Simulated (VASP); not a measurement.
# GaSb (F-43m) in VASP: further runs

Runs on GaSb. Level: PBE. Tasks: single point.

Program: VASP 6.6.1. These are calculated values, not measurements. Logs are shortened: lines on timing, memory, paths and dates and some standing lists are left out, and cuts for length are marked.

**Measured values to compare with.**

A printed reference work, data compilation reports, for a bulk crystal of GaSb at 4.2 K: band gap 0.811 eV (direct).

The results are compared with them further down.

### 1 The cell of the first run

It takes space group F-43m (No. 216, cubic). Conventional cell: a = 6.118 Å, b = 6.118 Å, c = 6.118 Å, α = 90.00°, β = 90.00°, γ = 90.00°. Ga (site symmetry -43m) has 4 Sb at 2.65 Å within 3.5 Å. Sb (site symmetry -43m) has 4 Ga at 2.65 Å within 3.5 Å.

### 2 Single point, PBE

INCAR

```
ALGO = Normal ; EDIFF = 1E-6
ENCUT = 500 ; GGA = PE
GGA_COMPAT = False ; ISIF = 2
ISMEAR = 0 ; LASPH = True
LCHARG = True ; LELF = True
LREAL = False ; LVHAR = True
LWAVE = False ; NBANDS = 16
NELM = 120 ; PREC = Accurate
SIGMA = 0.01
```

KPOINTS

```
k-points
0
Gamma
  3 3 3
```

POSCAR

```
GaSb
1.0
    0.0000000000      3.0590000000      3.0590000000
    3.0590000000      0.0000000000      3.0590000000
    3.0590000000      3.0590000000      0.0000000000
Ga Sb
1 1
Direct
    0.0000000000      0.0000000000      0.0000000000
    0.2500000000      0.2500000000      0.2500000000
```

Potentials or basis: VASP PAW PBE potentials, release 64 (Ga_d, Sb).

On the command line:

```bash
> cat potpaw_PBE.64/Ga_d/POTCAR potpaw_PBE.64/Sb/POTCAR > POTCAR
> mpirun -np 1 vasp_std > vasp.out
```

OUTCAR:

```text
EDIFF = 1E-6
   ENCUT = 500
   GGA = PE
   ISIF = 2
   ISMEAR = 0
   LASPH = True
   LREAL = False
   NELM = 120
   PREC = Accurate

 ion  position               nearest neighbor table
   1  0.000  0.000  0.000-   2 2.65   2 2.65   2 2.65   2 2.65
   2  0.250  0.250  0.250-   1 2.65   1 2.65   1 2.65   1 2.65

  LATTYP: Found a face centered cubic cell.
 ALAT       =     6.1180000000

  Lattice vectors:

 A1 = (   0.0000000000,   3.0590000000,   3.0590000000)
 A2 = (   3.0590000000,   0.0000000000,   3.0590000000)
 A3 = (   3.0590000000,   3.0590000000,   0.0000000000)

Analysis of symmetry for initial positions (statically):
=====================================================================
 Subroutine PRICEL returns:
 Original cell was already a primitive cell.

 Routine SETGRP: Setting up the symmetry group for a
 face centered cubic supercell.

 Subroutine GETGRP returns: Found 24 space group operations
 (whereof 24 operations were pure point group operations)
 out of a pool of 48 trial point group operations.

The static configuration has the point symmetry T_d .

Analysis of symmetry for dynamics (positions and initial velocities):
=====================================================================
 Subroutine PRICEL returns:
 Original cell was already a primitive cell.

 Routine SETGRP: Setting up the symmetry group for a
 face centered cubic supercell.

 Subroutine GETGRP returns: Found 24 space group operations
 (whereof 24 operations were pure point group operations)
 out of a pool of 48 trial point group operations.

The dynamic configuration has the point symmetry T_d .

 Subroutine INISYM returns: Found 24 space group operations
 (whereof 24 operations are pure point group operations),
 and found     1 'primitive' translations

----------------------------------------------------------------------------------------

                                     Primitive cell

  volume of cell :      57.2491

  direct lattice vectors                    reciprocal lattice vectors
     0.000000000  3.059000000  3.059000000    -0.163452109  0.163452109  0.163452109
     3.059000000  0.000000000  3.059000000     0.163452109 -0.163452109  0.163452109
     3.059000000  3.059000000  0.000000000     0.163452109  0.163452109 -0.163452109

  length of vectors
     4.326079287  4.326079287  4.326079287     0.283107357  0.283107357  0.283107357

  position of ions in fractional coordinates (direct lattice)
     0.000000000  0.000000000  0.000000000
     0.250000000  0.250000000  0.250000000

  ion indices of the primitive-cell ions
   primitive index   ion index
                 1           1
                 2           2

----------------------------------------------------------------------------------------

 KPOINTS: k-points

Automatic generation of k-mesh.
 Grid dimensions read from file:
 generate k-points for:    3    3    3

 Generating k-lattice:

  Cartesian coordinates                     Fractional coordinates (reciprocal lattice)
    -0.054484036  0.054484036  0.054484036     0.333333333  0.000000000  0.000000000
     0.054484036 -0.054484036  0.054484036     0.000000000  0.333333333  0.000000000
     0.054484036  0.054484036 -0.054484036     0.000000000  0.000000000  0.333333333

  Length of vectors
     0.094369119  0.094369119  0.094369119

  Shift w.r.t. Gamma in fractional coordinates (k-lattice)
     0.000000000  0.000000000  0.000000000

 Subroutine IBZKPT returns following result:
 ===========================================

 Found      4 irreducible k-points:

 Following reciprocal coordinates:
            Coordinates               Weight
  0.000000  0.000000  0.000000      1.000000
  0.333333  0.000000  0.000000      8.000000
  0.333333  0.333333  0.000000      6.000000
 -0.333333  0.333333  0.000000     12.000000
   k-points           NKPTS =      4   k-points in BZ     NKDIM =      4   number of bands    NBANDS=     16
   number of dos      NEDOS =    301   number of ions     NIONS =      2
   total plane-waves  NPLWV =  32768
   dimension x,y,z NGX =    32 NGY =   32 NGZ =   32
   dimension x,y,z NGXF=    64 NGYF=   64 NGZF=   64
   ions per type =               1   1
   NGX,Y,Z   is equivalent  to a cutoff of  12.30, 12.30, 12.30 a.u.
   NGXF,Y,Z  is equivalent  to a cutoff of  24.59, 24.59, 24.59 a.u.
 SYSTEM =  unknown system
   PREC   = accura    normal or accurate (medium, high low for compatibility)
   ISTART =      0    job   : 0-new  1-cont  2-samecut
   ICHARG =      2    charge: 1-file 2-atom 10-const
   ISPIN  =      1    spin polarized calculation?
   LNONCOLLINEAR =      F non collinear calculations
   LSORBIT =      F    spin-orbit coupling
   LASPH  =      T    aspherical Exc in radial PAW
   ENCUT  =  500.0 eV  36.75 Ry    6.06 a.u.   7.89  7.89  7.89*2*pi/ulx,y,z
   NELM   =    120;   NELMIN=  2; NELMDL= -5     # of ELM steps
   EDIFF  = 0.1E-05   stopping-criterion for ELM
   LREAL  =      F    real-space projection
   EDIFFG = 0.1E-04   stopping-criterion for IOM
   NSW    =      0    number of steps for IOM
   IBRION =     -1    ionic relax: 0-MD 1-quasi-New 2-CG
   NFREE  =      0    steps in history (QN), initial steepest desc. (CG)
   ISIF   =      2    stress and relaxation
   ISYM   =      2    0-nonsym 1-usesym 2-fastsym
   POTIM  = 0.5000    time-step for ionic-motion
   TEBEG  =    0.0;   TEEND  =   0.0 temperature during run
   PSTRESS=    0.0 pullay stress
   NELECT =      18.0000    total number of electrons
   NUPDOWN=      -1.0000    fix difference up-down
   EMIN   =  10.00;   EMAX   =-10.00  energy-range for DOS
   EFERMI =   0.00;   METHOD = LEGACY
   ISMEAR =     0;   SIGMA  =   0.01  broadening in eV -4-tet -1-fermi 0-gaus
   EFERMI_NEDOS =   21; number of points for ismear=-14 and -15
   IALGO  =     38    algorithm
   IMIX   =      4    mixing-type and parameters
     AMIX     =   0.40;   BMIX     =  1.00
     AMIX_MAG =   1.60;   BMIX_MAG =  1.00
  volume/ion in A,a.u.               =      28.62       193.17
  Fermi-wavevector in a.u.,A,eV,Ry     =   1.113208  2.103657 16.860766  1.239231
  Thomas-Fermi vector in A             =   2.249790
   LORBIT       =      0    0 simple, 1 ext, 2 COOP (PROOUT), +10 PAW based schemes
   GGA     = PE    functional components
   LHFCALC =     F    Hartree Fock is set to
   AEXX    =    0.0000 exact exchange contribution
   IVDW    =     0    specifies the selected vdW correction
   LEPSILON=     F    determine dielectric tensor
   LRPA    =     F    only Hartree local field effects (RPA)
 non-spin polarized calculation
 Gauss-broadening in eV      SIGMA  =   0.01
  energy-cutoff  :      500.00
  volume of cell :       57.25
 maximum number of plane-waves:      1464
   NGX = 15   NGY = 15   NGZ = 15

 number of electron      17.9999986 magnetization

 Free energy of the ion-electron system (eV)
  ---------------------------------------------------
  ext. energy  EPLUGINS =         0.00000000
  ---------------------------------------------------
  free energy    TOTEN  =        -6.74614235 eV

  energy without entropy =       -6.74592481  energy(sigma->0) =       -6.74603358

 E-fermi :   4.9801     XC(G=0):  -9.0142

 val. band max:        4.9672881060   @ k =   0.0000   0.0000   0.0000
 cond. band min:       4.9889260389   @ k =   0.0000   0.0000   0.0000
 fundamental gap:      0.0216379329
 Fermi energy:         4.9800833141

 k-point     1 :       0.0000    0.0000    0.0000
  band No.  band energies     occupation
      1     -10.1580      2.00000
      2     -10.1580      2.00000
      3     -10.1580      2.00000
      4     -10.1107      2.00000
      5     -10.1107      2.00000
      6      -6.5113      2.00000
[... 8 lines left out ...]
     15      13.5112      0.00000
     16      13.5112      0.00000

 k-point     2 :       0.3333    0.0000    0.0000
  band No.  band energies     occupation
      1     -10.1778      2.00000
      2     -10.1497      2.00000
      3     -10.1497      2.00000
      4     -10.1108      2.00000
      5     -10.1108      2.00000
      6      -5.4733      2.00000
[... 8 lines left out ...]
     15      13.0366      0.00000
     16      13.0366      0.00000

 k-point     3 :       0.3333    0.3333    0.0000
  band No.  band energies     occupation
      1     -10.1913      2.00000
      2     -10.1399      2.00000
      3     -10.1399      2.00000
      4     -10.1191      2.00000
      5     -10.1076      2.00000
      6      -5.0686      2.00000
[... 8 lines left out ...]
     15      14.9387      0.00000
     16      15.6045      0.00000

 k-point     4 :      -0.3333    0.3333    0.0000
  band No.  band energies     occupation
      1     -10.1919      2.00000
      2     -10.1417      2.00000
      3     -10.1394      2.00000
      4     -10.1152      2.00000
      5     -10.1104      2.00000
      6      -4.2864      2.00000
[... 8 lines left out ...]
     15      13.0304      0.00000
     16      17.0032      0.00000

------------------------ aborting loop because EDIFF is reached ----------------------------------------

  FORCE on cell =-STRESS in cart. coord.  units (eV):
  Direction    XX          YY          ZZ          XY          YZ          ZX
  --------------------------------------------------------------------------------------
  -------------------------------------------------------------------------------------
  Total        1.2206549      1.2206549      1.2206549      0.0000000      0.0000000     -0.0000000
  in kB       34.1613533     34.1613533     34.1613533      0.0000000      0.0000000     -0.0000000
  external PRESSURE =      34.1613533 kB  Pullay stress =       0.0000000 kB

 VOLUME and BASIS-vectors are now :
 -----------------------------------------------------------------------------
  energy-cutoff  :      500.00
  volume of cell :       57.25
      direct lattice vectors                 reciprocal lattice vectors
     0.000000000  3.059000000  3.059000000    -0.163452109  0.163452109  0.163452109
     3.059000000  0.000000000  3.059000000     0.163452109 -0.163452109  0.163452109
     3.059000000  3.059000000  0.000000000     0.163452109  0.163452109 -0.163452109

 POSITION                                       TOTAL-FORCE (eV/Angst)
 -----------------------------------------------------------------------------------
      0.00000      0.00000      0.00000        -0.000000     -0.000000     -0.000000
      1.52950      1.52950      1.52950         0.000000      0.000000      0.000000
 -----------------------------------------------------------------------------------
    total drift:                                0.000000      0.000000      0.000000

  FREE ENERGIE OF THE ION-ELECTRON SYSTEM (eV)
  ---------------------------------------------------
  free  energy   TOTEN  =        -6.7461423498 eV

  energy  without entropy=       -6.7459248079  energy(sigma->0) =       -6.74603358
```

It took 16 s on 1 thread of AMD EPYC 7R13, shared host; peak memory 0.14 GiB.

What came out:

- Free energy: -6.7461 eV
- Pressure: 3.4 GPa
- Band gap on the k mesh: 0.02 eV, direct

Caveat: the k points lie up to 0.59 Å⁻¹ apart; spin-orbit coupling is left out, which moves the levels of the heavy elements.

### 3 Single point, PBE

INCAR

```
SYSTEM = GaSb
  PREC = Accurate
  ENCUT = 500
  EDIFF = 1E-6
  ISMEAR = 0
  SIGMA = 0.01
  LREAL = .FALSE.
  LASPH = .TRUE.
  NELM = 120
  ALGO = Normal
  ISIF = 2
  LWAVE = .FALSE.
  LCHARG = .FALSE.
  GGA = PE
  NBANDS = 16
  GGA_COMPAT = .FALSE.
```

KPOINTS

```
Automatic mesh
0
G
  3 3 3
  0 0 0
```

POSCAR is that of step 2.

Potentials or basis: VASP PAW PBE potentials, release 64 (Ga_d, Sb).

On the command line:

```bash
> cat potpaw_PBE.64/Ga_d/POTCAR potpaw_PBE.64/Sb/POTCAR > POTCAR
> mpirun -np 1 vasp_std > vasp.out
```

It took 14 s on 1 thread of AMD EPYC 7R13, shared host; peak memory 0.14 GiB.

The run converged. Its results:

- Free energy: -6.7461 eV
- Pressure: 3.4 GPa
- Band gap on the k mesh: 0.02 eV, direct

Levels at points of the mesh, in eV from the valence-band top:
```csv
k point,band 7,band 8,band 9,band 10,band 11,band 12
"(0.00, 0.00, 0.00)",0.00,0.00,0.00,0.02,2.72,2.72
```

Caveat: the k points lie up to 0.59 Å⁻¹ apart; spin-orbit coupling is left out, which moves the levels of the heavy elements.

### 4 Single point, PBE

INCAR is that of step 3.

KPOINTS

```
regular mesh
0
G
  5 5 5
  0 0 0
```

POSCAR is that of step 3.

On the command line:

```bash
> cat potpaw_PBE.64/Ga_d/POTCAR potpaw_PBE.64/Sb/POTCAR > POTCAR
> mpirun -np 1 vasp_std > vasp.out
```

Run time: 22 s. Hardware: 1 thread of AMD EPYC 7R13, shared host; peak memory 0.15 GiB.

Results (log left out):

| Item | Value |
| --- | --- |
| Free energy | -7.2777 eV |
| Pressure | 2.4 GPa |
| Band gap on the k mesh | 0.03 eV, direct |

Levels at points of the mesh, in eV from the valence-band top:
```csv
k point,band 7,band 8,band 9,band 10,band 11,band 12
"(0.00, 0.00, 0.00)",0.00,0.00,0.00,0.03,2.76,2.76
```

Caveat: spin-orbit coupling is left out, which moves the levels of the heavy elements.

### 5 Comparison with measurements

Step 4. A measured gap of GaSb is 0.811 eV (direct; 4.2 K; a printed reference work, data compilation); the calculated 0.03 eV misses it by -0.78 eV. Spin-orbit coupling on Ga, Sb is left out. The value is that of PBE on a finite k mesh, which can miss the band edges, without temperature or zero-point motion. Semilocal functionals fall short of measured gaps as a rule.
